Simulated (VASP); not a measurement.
# SiC (Moissanite 3C) (F-43m) in VASP: notebook

One crystal, SiC (Moissanite 3C), is run at these levels: PBE+D3(BJ); tasks: relaxation of cell and atoms, relaxation of the atoms.

Program: VASP 6.6.1. These are calculated values, not measurements. Logs are shortened: lines on timing, memory, paths and dates and some standing lists are left out, and cuts for length are marked.

## (1) Starting point

It takes space group F-43m (No. 216, cubic). Conventional cell: a = 4.347 Å, b = 4.347 Å, c = 4.347 Å, α = 90.00°, β = 90.00°, γ = 90.00°. Si (site symmetry -43m) is surrounded by 4 C at 1.88 Å. Around C (site symmetry -43m) lie 4 Si at 1.88 Å.

## (2) Relaxation of cell and atoms, PBE+D3(BJ)

Input file INCAR:

```
ALGO = Normal
EDIFF = 1E-7
EDIFFG = -0.005
ENCUT = 600
GGA = PE
IBRION = 2
ISIF = 3
ISMEAR = 0
IVDW = 12
LASPH = T
LCHARG = F
LREAL = F
LWAVE = F
NELM = 80
NSW = 90
PREC = Accurate
SIGMA = 0.03
```

Input file KPOINTS:

```
k-points
0
Gamma
  10 10 10
```

Input file POSCAR:

```
SiC                                     
1.0
   -0.0000000000      2.1736476167      2.1736476167
    2.1736476167     -0.0000000000      2.1736476167
    2.1736476167      2.1736476167      0.0000000000
  Si              C             
     1     1
Direct
     0.0000000000000000    0.0000000000000000    0.0000000000000000
     0.2500000000000000    0.2500000000000000    0.2500000000000000
```

Potentials or basis: VASP PAW PBE potentials, release 64 (Si, C).

Launch:

```console
$ cat potpaw_PBE.64/Si/POTCAR potpaw_PBE.64/C/POTCAR > POTCAR
$ mpirun -np 1 vasp_std > vasp.out
```

OUTCAR:

```text
EDIFF = 1E-7
   EDIFFG = -0.005
   ENCUT = 600
   GGA = PE
   IBRION = 2
   ISIF = 3
   ISMEAR = 0
   IVDW = 12
   LASPH = T
   LREAL = F
   NELM = 80
   NSW = 90
   PREC = Accurate
 IVDW          = 12

 ion  position               nearest neighbor table
   1  0.000  0.000  0.000-   2 1.88   2 1.88   2 1.88   2 1.88
   2  0.250  0.250  0.250-   1 1.88   1 1.88   1 1.88   1 1.88

  LATTYP: Found a face centered cubic cell.
 ALAT       =     4.3472952334

  Lattice vectors:

 A1 = (   0.0000000000,   2.1736476167,   2.1736476167)
 A2 = (   2.1736476167,   0.0000000000,   2.1736476167)
 A3 = (   2.1736476167,   2.1736476167,   0.0000000000)

Analysis of symmetry for initial positions (statically):
=====================================================================
 Subroutine PRICEL returns:
 Original cell was already a primitive cell.

 Routine SETGRP: Setting up the symmetry group for a
 face centered cubic supercell.

 Subroutine GETGRP returns: Found 24 space group operations
 (whereof 24 operations were pure point group operations)
 out of a pool of 48 trial point group operations.

The static configuration has the point symmetry T_d .

Analysis of symmetry for dynamics (positions and initial velocities):
=====================================================================
 Subroutine PRICEL returns:
 Original cell was already a primitive cell.

 Routine SETGRP: Setting up the symmetry group for a
 face centered cubic supercell.

 Subroutine GETGRP returns: Found 24 space group operations
 (whereof 24 operations were pure point group operations)
 out of a pool of 48 trial point group operations.

The dynamic configuration has the point symmetry T_d .

 Subroutine INISYM returns: Found 24 space group operations
 (whereof 24 operations are pure point group operations),
 and found     1 'primitive' translations

----------------------------------------------------------------------------------------

                                     Primitive cell

  volume of cell :      20.5399

  direct lattice vectors                    reciprocal lattice vectors
     0.000000000  2.173647617  2.173647617    -0.230028086  0.230028086  0.230028086
     2.173647617  0.000000000  2.173647617     0.230028086 -0.230028086  0.230028086
     2.173647617  2.173647617  0.000000000     0.230028086  0.230028086 -0.230028086

  length of vectors
     3.074001939  3.074001939  3.074001939     0.398420331  0.398420331  0.398420331

  position of ions in fractional coordinates (direct lattice)
     0.000000000  0.000000000  0.000000000
     0.250000000  0.250000000  0.250000000

  ion indices of the primitive-cell ions
   primitive index   ion index
                 1           1
                 2           2

----------------------------------------------------------------------------------------

 KPOINTS: k-points

Automatic generation of k-mesh.
 Grid dimensions read from file:
 generate k-points for:   10   10   10

 Generating k-lattice:

  Cartesian coordinates                     Fractional coordinates (reciprocal lattice)
    -0.023002809  0.023002809  0.023002809     0.100000000  0.000000000  0.000000000
     0.023002809 -0.023002809  0.023002809     0.000000000  0.100000000  0.000000000
     0.023002809  0.023002809 -0.023002809     0.000000000  0.000000000  0.100000000

  Length of vectors
     0.039842033  0.039842033  0.039842033

  Shift w.r.t. Gamma in fractional coordinates (k-lattice)
     0.000000000  0.000000000  0.000000000

 Subroutine IBZKPT returns following result:
 ===========================================

 Found     47 irreducible k-points:

 Following reciprocal coordinates:
            Coordinates               Weight
  0.000000  0.000000  0.000000      1.000000
  0.100000  0.000000  0.000000      8.000000
  0.200000  0.000000  0.000000      8.000000
  0.300000  0.000000  0.000000      8.000000
  0.400000  0.000000  0.000000      8.000000
  0.500000  0.000000  0.000000      4.000000
[... 16 lines left out ...]
  0.300000  0.300000  0.000000      6.000000
  0.400000  0.300000  0.000000     24.000000
 [... further k-points ...]
   k-points           NKPTS =     47   k-points in BZ     NKDIM =     47   number of bands    NBANDS=      8
   number of dos      NEDOS =    301   number of ions     NIONS =      2
   total plane-waves  NPLWV =  21952
   dimension x,y,z NGX =    28 NGY =   28 NGZ =   28
   dimension x,y,z NGXF=    56 NGYF=   56 NGZF=   56
   ions per type =               1   1
   NGX,Y,Z   is equivalent  to a cutoff of  15.14, 15.14, 15.14 a.u.
   NGXF,Y,Z  is equivalent  to a cutoff of  30.29, 30.29, 30.29 a.u.
 SYSTEM =  unknown system
   PREC   = accura    normal or accurate (medium, high low for compatibility)
   ISTART =      0    job   : 0-new  1-cont  2-samecut
   ICHARG =      2    charge: 1-file 2-atom 10-const
   ISPIN  =      1    spin polarized calculation?
   LNONCOLLINEAR =      F non collinear calculations
[... 74 lines left out ...]
  band No.  band energies     occupation
      1      -7.0753      2.00000
      2       7.1800      2.00000
      3       8.0555      2.00000
      4       8.0555      2.00000
      5      14.7597      0.00000
      6      15.7931      0.00000
      7      15.7931      0.00000
      8      15.8333      0.00000

 k-point     3 :       0.2000    0.0000    0.0000
  band No.  band energies     occupation
      1      -6.4945      2.00000
      2       5.0540      2.00000
      3       7.7482      2.00000
      4       7.7482      2.00000
      5      14.4605      0.00000
      6      16.1507      0.00000
      7      16.1507      0.00000
      8      17.0415      0.00000

 k-point     4 :       0.3000    0.0000    0.0000
  band No.  band energies     occupation
      1      -5.5648      2.00000
      2       2.7312      2.00000
      3       7.4318      2.00000
      4       7.4318      2.00000
      5      14.0511      0.00000
      6      16.0031      0.00000
      7      16.0031      0.00000
      8      18.0043      0.00000

 k-point     5 :       0.4000    0.0000    0.0000
  band No.  band energies     occupation
      1      -4.4135      2.00000
      2       0.6655      2.00000
      3       7.2127      2.00000
      4       7.2127      2.00000
      5      13.7813      0.00000
      6      15.6176      0.00000
      7      15.6176      0.00000
      8      18.2820      0.00000

 k-point     6 :       0.5000    0.0000    0.0000
  band No.  band energies     occupation
      1      -3.6783      2.00000
      2      -0.3854      2.00000
      3       7.1359      2.00000
      4       7.1359      2.00000
      5      13.6906      0.00000
      6      15.4471      0.00000
      7      15.4471      0.00000
      8      18.2847      0.00000

 k-point     7 :       0.1000    0.1000    0.0000
  band No.  band energies     occupation
      1      -7.0098      2.00000
      2       7.4368      2.00000
      3       7.7148      2.00000
      4       7.7148      2.00000
      5      14.7192      0.00000
      6      15.3068      0.00000
      7      16.2576      0.00000
      8      16.2576      0.00000
[... 133 lines left out ...]
 k-point    20 :      -0.4000    0.2000    0.0000
  band No.  band energies     occupation
      1      -3.2189      2.00000
      2       0.3669      2.00000
      3       4.4535      2.00000
      4       6.5236      2.00000
      5      13.0211      0.00000
      6      16.5120      0.00000
      7      17.2692      0.00000
      8      19.4573      0.00000

 k-point    21 :      -0.3000    0.2000    0.0000
  band No.  band energies     occupation
      1      -4.1865      2.00000
      2       1.7559      2.00000
      3       4.3662      2.00000
      4       7.0169      2.00000
      5      13.8074      0.00000
      6      16.5031      0.00000
      7      16.9882      0.00000
      8      18.5506      0.00000

 k-point    22 :      -0.2000    0.2000    0.0000
  band No.  band energies     occupation
      1      -5.2530      2.00000
      2       3.3779      2.00000
      3       4.9589      2.00000
      4       7.5422      2.00000
      5      14.7897      0.00000
      6      16.2590      0.00000
      7      16.6168      0.00000
      8      17.4123      0.00000

 k-point    23 :       0.3000    0.3000    0.0000
  band No.  band energies     occupation
      1      -4.9859      2.00000
      2       3.8295      2.00000
      3       5.8168      2.00000
      4       5.8168      2.00000
      5      11.3699      0.00000
      6      13.8315      0.00000
      7      19.7966      0.00000
      8      19.7966      0.00000

 k-point    24 :       0.4000    0.3000    0.0000
  band No.  band energies     occupation
      1      -4.1113      2.00000
      2       2.6012      2.00000
      3       5.0236      2.00000
      4       5.5534      2.00000
      5      11.0651      0.00000
      6      13.8453      0.00000
      7      19.8911      0.00000
      8      20.1920      0.00000

 [... further k-points ...]

------------------------ aborting loop because EDIFF is reached ----------------------------------------

 Edisp (eV)   -0.60669

 E8    (eV) :    -0.2280

  FORCE on cell =-STRESS in cart. coord.  units (eV):
  Direction    XX          YY          ZZ          XY          YZ          ZX
  --------------------------------------------------------------------------------------
  -------------------------------------------------------------------------------------
  Total       0.00226     0.00226     0.00226     0.00000     0.00000     0.00000
  in kB       0.17598     0.17598     0.17598     0.00000     0.00000     0.00000
  external pressure =        0.18 kB  Pullay stress =        0.00 kB

 VOLUME and BASIS-vectors are now :
 -----------------------------------------------------------------------------
  energy-cutoff  :      600.00
  volume of cell :       20.54
      direct lattice vectors                 reciprocal lattice vectors
     0.000000000  2.173647617  2.173647617    -0.230028086  0.230028086  0.230028086
     2.173647617  0.000000000  2.173647617     0.230028086 -0.230028086  0.230028086
     2.173647617  2.173647617  0.000000000     0.230028086  0.230028086 -0.230028086

 POSITION                                       TOTAL-FORCE (eV/Angst)
 -----------------------------------------------------------------------------------
      0.00000      0.00000      0.00000        -0.000000     -0.000000     -0.000000
      1.08682      1.08682      1.08682         0.000000      0.000000      0.000000
 -----------------------------------------------------------------------------------
    total drift:                               -0.000000     -0.000000     -0.000000

  FREE ENERGIE OF THE ION-ELECTRON SYSTEM (eV)
  ---------------------------------------------------
  free  energy   TOTEN  =       -15.6619436184 eV

  energy  without entropy=      -15.6619436184  energy(sigma->0) =      -15.66194362

 reached required accuracy - stopping structural energy minimisation
```

It took 11 s on 1 thread of Intel Xeon Platinum 8488C (Sapphire Rapids), shared host; peak memory 0.16 GiB.

What came out:

| Item | Value |
| --- | --- |
| Free energy | -15.6619 eV |
| Pressure after relaxing | 0.0 GPa |
| Band gap on the k mesh | 1.35 eV, indirect (least direct gap 4.55 eV) |
| Dispersion energy per atom | -0.303 eV |

Final structure:
```yaml
crystal:
  lattice:
    - [0.00000, 2.17365, 2.17365]
    - [2.17365, 0.00000, 2.17365]
    - [2.17365, 2.17365, 0.00000]
  atoms:
    - { symbol: Si, position: [0.00000, 0.00000, 0.00000] }
    - { symbol: C, position: [0.25000, 0.25000, 0.25000] }
```

Levels at points of the mesh, in eV from the valence-band top:
| k point | band 2 | band 3 | band 4 | band 5 | band 6 | band 7 |
| --- | --- | --- | --- | --- | --- | --- |
| (0.00, 0.00, 0.00) | 0.00 | 0.00 | 0.00 | 6.32 | 7.36 | 7.36 |
| (0.50, 0.00, 0.00) | -8.57 | -1.05 | -1.05 | 5.50 | 7.26 | 7.26 |
| (0.50, 0.50, 0.00) | -7.82 | -3.20 | -3.20 | 1.35 | 4.35 | 14.12 |

Caveat: the relaxation stopped at its first step, so nothing moved. A k mesh can miss the band edges.

## (3) Relaxation of the atoms, PBE+D3(BJ) (a relaxed cell with its volume scaled by 0.94)

Input file INCAR:

```
ALGO = Normal
EDIFF = 1E-7
EDIFFG = -0.01
ENCUT = 600
GGA = PE
IBRION = 2
ISIF = 2
ISMEAR = 0
IVDW = 12
LASPH = T
LCHARG = F
LREAL = F
LWAVE = F
NELM = 80
NSW = 40
PREC = Accurate
SIGMA = 0.03
```

KPOINTS is that of step 2.

Input file POSCAR:

```
SiC                                     
1.0
    0.0000000000      2.1292750106      2.1292750106
    2.1292750106      0.0000000000      2.1292750106
    2.1292750106      2.1292750106      0.0000000000
  Si              C             
     1     1
Direct
     0.0000000000000000    0.0000000000000000    0.0000000000000000
     0.2500000000000000    0.2500000000000000    0.2500000000000000
```

Potentials or basis: VASP PAW PBE potentials, release 64 (Si, C).

Launch:

```console
$ cat potpaw_PBE.64/Si/POTCAR potpaw_PBE.64/C/POTCAR > POTCAR
$ mpirun -np 1 vasp_std > vasp.out
```

It used 4.8 s of CPU time on 1 thread of Intel(R) Xeon(R) Platinum 8488C (Sapphire Rapids), with other jobs on the host, which was overloaded at the time.

Results (log left out):

```
Free energy                : -15.6040 eV
Pressure after relaxing    : 15.5 GPa
Band gap on the k mesh     : 1.29 eV, indirect (least direct gap 4.61 eV)
Dispersion energy per atom : -0.323 eV
```

Final structure:
```yaml
crystal:
  lattice:
    - [0.00000, 2.12928, 2.12928]
    - [2.12928, 0.00000, 2.12928]
    - [2.12928, 2.12928, 0.00000]
  atoms:
    - { symbol: Si, position: [0.00000, 0.00000, 0.00000] }
    - { symbol: C, position: [0.25000, 0.25000, 0.25000] }
```

Levels at points of the mesh, in eV from the valence-band top:
```csv
k point,band 1,band 2,band 3,band 4,band 5,band 6,band 7,band 8
"(0.00, 0.00, 0.00)",-15.96,0.00,0.00,0.00,7.05,7.81,7.81,7.81
"(0.50, 0.00, 0.00)",-12.13,-8.92,-1.06,-1.06,6.07,7.51,7.51,10.44
"(0.50, 0.50, 0.00)",-10.60,-8.02,-3.32,-3.32,1.29,4.57,14.86,14.86
```

Caveat: the relaxation stopped at its first step, so nothing moved. A k mesh can miss the band edges.

## (4) Relaxation of the atoms, PBE+D3(BJ) (a relaxed cell with its volume scaled by 0.96)

INCAR is that of step 3.

KPOINTS is that of step 3.

Input file POSCAR:

```
SiC                                     
1.0
    0.0000000000      2.1442703991      2.1442703991
    2.1442703991      0.0000000000      2.1442703991
    2.1442703991      2.1442703991      0.0000000000
  Si              C             
     1     1
Direct
     0.0000000000000000    0.0000000000000000    0.0000000000000000
     0.2500000000000000    0.2500000000000000    0.2500000000000000
```

Launch:

```console
$ cat potpaw_PBE.64/Si/POTCAR potpaw_PBE.64/C/POTCAR > POTCAR
$ mpirun -np 1 vasp_std > vasp.out
```

It used 4 s of CPU time on 1 thread of Intel(R) Xeon(R) Platinum 8488C (Sapphire Rapids) (shared host), which was overloaded at the time.

The run converged. Its results:

| Quantity | Value |
| --- | --- |
| Free energy | -15.6367 eV |
| Pressure after relaxing | 9.8 GPa |
| Band gap on the k mesh | 1.31 eV, indirect (least direct gap 4.59 eV) |
| Dispersion energy per atom | -0.316 eV |

Final structure:
```
Si C
1.0
     0.00000    2.14427    2.14427
     2.14427    0.00000    2.14427
     2.14427    2.14427    0.00000
Si C
1 1
Direct
  0.00000 0.00000 0.00000
  0.25000 0.25000 0.25000
```

Levels at points of the mesh, in eV from the valence-band top:
| k point | band 1 | band 2 | band 3 | band 4 | band 5 | band 6 | band 7 | band 8 |
| --- | --- | --- | --- | --- | --- | --- | --- | --- |
| (0.00, 0.00, 0.00) | -15.79 | 0.00 | 0.00 | 0.00 | 6.80 | 7.65 | 7.65 | 7.65 |
| (0.50, 0.00, 0.00) | -12.04 | -8.80 | -1.06 | -1.06 | 5.88 | 7.43 | 7.43 | 10.32 |
| (0.50, 0.50, 0.00) | -10.54 | -7.95 | -3.28 | -3.28 | 1.31 | 4.49 | 14.60 | 14.60 |

Caveat: the relaxation stopped at its first step, so nothing moved. A k mesh can miss the band edges.

## (5) Relaxation of the atoms, PBE+D3(BJ) (a relaxed cell with its volume scaled by 0.98)

INCAR is that of step 4.

KPOINTS is that of step 4.

Input file POSCAR:

```
SiC                                     
1.0
    0.0000000000      2.1590589381      2.1590589381
    2.1590589381      0.0000000000      2.1590589381
    2.1590589381      2.1590589381      0.0000000000
  Si              C             
     1     1
Direct
     0.0000000000000000    0.0000000000000000    0.0000000000000000
     0.2500000000000000    0.2500000000000000    0.2500000000000000
```

Launch:

```console
$ cat potpaw_PBE.64/Si/POTCAR potpaw_PBE.64/C/POTCAR > POTCAR
$ mpirun -np 1 vasp_std > vasp.out
```

It used 4.1 s of CPU time on 1 thread of Intel(R) Xeon(R) Platinum 8488C (Sapphire Rapids), with other jobs on the host, which was overloaded at the time.

The run converged. Its results:

| Quantity | Value |
| --- | --- |
| Free energy | -15.6556 eV |
| Pressure after relaxing | 4.7 GPa |
| Band gap on the k mesh | 1.33 eV, indirect (least direct gap 4.57 eV) |
| Dispersion energy per atom | -0.310 eV |

Final structure:
```
Si C
1.0
     0.00000    2.15906    2.15906
     2.15906    0.00000    2.15906
     2.15906    2.15906    0.00000
Si C
1 1
Direct
  0.00000 0.00000 0.00000
  0.25000 0.25000 0.25000
```

Levels at points of the mesh, in eV from the valence-band top:
```
           k point  band 2  band 3  band 4  band 5  band 6  band 7
(0.00, 0.00, 0.00)    0.00    0.00    0.00    6.56    7.50    7.50
(0.50, 0.00, 0.00)   -8.69   -1.06   -1.06    5.69    7.34    7.34
(0.50, 0.50, 0.00)   -7.88   -3.24   -3.24    1.33    4.42   14.36
```

Caveat: the relaxation stopped at its first step, so nothing moved. A k mesh can miss the band edges.

## (6) Summary

| task | cell | gap on the mesh (eV) | pressure (GPa) |
| --- | --- | --- | --- |
| relaxation of cell and atoms | relaxed | 1.35 | 0.0 |
| relaxation of the atoms | atoms relaxed from: a relaxed cell with its volume scaled by 0.94 | 1.29 | 15.5 |
| relaxation of the atoms | atoms relaxed from: a relaxed cell with its volume scaled by 0.96 | 1.31 | 9.8 |
| relaxation of the atoms | atoms relaxed from: a relaxed cell with its volume scaled by 0.98 | 1.33 | 4.7 |

Alike in all rows: level PBE+D3(BJ); potentials or basis VASP PAW PBE potentials, release 64 (Si, C); no spin polarisation; k mesh 10 × 10 × 10; cutoff (eV) 600; smearing gaussian 0.03 eV.

Caveats: the relaxation stopped at its first step, so nothing moved.

Absolute energies hang on the potentials; compare differences alone.
